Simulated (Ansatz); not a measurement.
NiO:

```
Ni O
1.0
     0.00000    2.08590    2.08590
     2.08590    0.00000    2.08590
     2.08590    2.08590    0.00000
Ni O
1 1
Direct
  0.00000 0.00000 0.00000
  0.50000 0.50000 0.50000
```

- Program: Ansatz 0.2.0
- Task: relaxation of cell and atoms
- Functional: BLYP
- Dispersion: D4
- Potentials or basis: Ansatz PAW
- Cutoff: 420 eV (not typed: the program's choice for these potentials)
- k mesh: 11 × 11 × 11
- Occupations: fermi-dirac, width 0.05 eV
- Spin: collinear spin, ferromagnetic start
- Starting moments: [1.0, 0.0] μB

At the start: volume 9.08 Å³/atom.

Task: How do energy, volume and symmetry change on relaxing?

Result: It ends after 14 steps and the volume is 9.44 Å³/atom (+4.0 %); space group Fm-3m (No. 225, to 0.05 Å); moment 1.79 μB per cell.

Step by step:
| step | energy change (eV) | largest force (eV/Å) | volume (Å³) |
| --- | --- | --- | --- |
| 1 | 0.0000 | 0.0000 | 18.15 |
| 2 | -0.0035 | 0.0000 | 18.35 |
| 3 | -0.0076 | 0.0000 | 18.62 |
| 4 | -0.0018 | 0.0000 | 20.78 |
| 5 | -0.1012 | 0.0000 | 19.71 |
| 6 | -0.1375 | 0.0000 | 19.03 |
| 7 | -0.1378 | 0.0000 | 19.02 |
| 8 | -0.1420 | 0.0000 | 18.88 |
| 9 | -0.1420 | 0.0000 | 18.87 |
| 10 | -0.1420 | 0.0000 | 18.87 |
| 11 | -0.1420 | 0.0000 | 18.87 |
| 12 | -0.1466 | 0.0000 | 18.87 |
| 13 | -0.1466 | 0.0000 | 18.87 |
| 14 | -0.1466 | 0.0000 | 18.87 |

Final structure:
```
Ni O
1.0
     0.00000    2.11314    2.11314
     2.11314    0.00000    2.11314
     2.11314    2.11314    0.00000
Ni O
1 1
Direct
  0.00000 0.00000 0.00000
  0.50000 0.50000 0.50000
```

Caveat: the plane-wave basis is chosen anew once the cell has moved, so the energies of steps on either side of that aren't comparable; the pressure holds a Pulay correction of +0.9 GPa for the finite cutoff; a cell with one magnetic atom can't hold antiferromagnetic order, which such compounds often take; the PAW data sets come from PBE, with cores solved anew for the run's functional, which leaves a small shift of forces and pressure.
